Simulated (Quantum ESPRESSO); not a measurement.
The system is Si.

```xyz
2
Lattice="0.0000 2.7219 2.7219 2.7219 0.0000 2.7219 2.7219 2.7219 0.0000" Properties=species:S:1:pos:R:3 pbc="T T T"
Si    2.7219    2.7219    2.7219
Si    4.0828    4.0828    4.0828
```

```yaml
Program: Quantum ESPRESSO 7.5
Task: phonons and Raman activities
Functional: PBEsol
Potentials_or_basis: PseudoDojo 0.4.1 SR PBEsol standard
Cutoff: 490 eV
Density_cutoff: 1959 eV
k_mesh: 6 × 6 × 6, shifted
Occupations: fermi-dirac, width 0.05 eV
Spin: no spin polarisation
Mixing_beta: 0.5
Most_SCF_iterations: 120
SCF_threshold: 4e-10 Ry
```

The cell and the atoms were relaxed first, to 20.02 Å³/atom (a = 3.840 Å, b = 3.840 Å, c = 3.840 Å, α = 60.00°, β = 60.00°, γ = 60.00°), and the response was taken there.

The first run showed a gap, so the response started from a second, tighter run with fixed occupations.

Problem. What is the highest optical frequency at the zone centre?

Solution. 510 cm⁻¹, a mode of symmetry T2g (Raman).

Optical modes at Γ, degenerate ones joined, polar ones without the macroscopic field:
```
cm⁻¹  components  symmetry  active in  IR intensity, summed ((D/Å)²/amu)
 510           3       T2g      Raman                               0.00
```

Non-resonant Raman activities from finite differences of the dielectric tensor, degenerate modes summed:
| cm⁻¹ | modes | symmetry | activity (Å⁴/amu) |
| --- | --- | --- | --- |
| 510 | 3 | T2g | 2122.0 |

Born effective charge tensors (e):
atom 1, Si
```
-0.01  0.00  0.00
 0.00 -0.01  0.00
 0.00  0.00 -0.01
```
atom 2, Si
```
-0.01  0.00  0.00
 0.00 -0.01  0.00
 0.00  0.00 -0.01
```

Caveat: the mesh is thin for the dielectric tensor, Born charges and intensities, which usually come out too large.
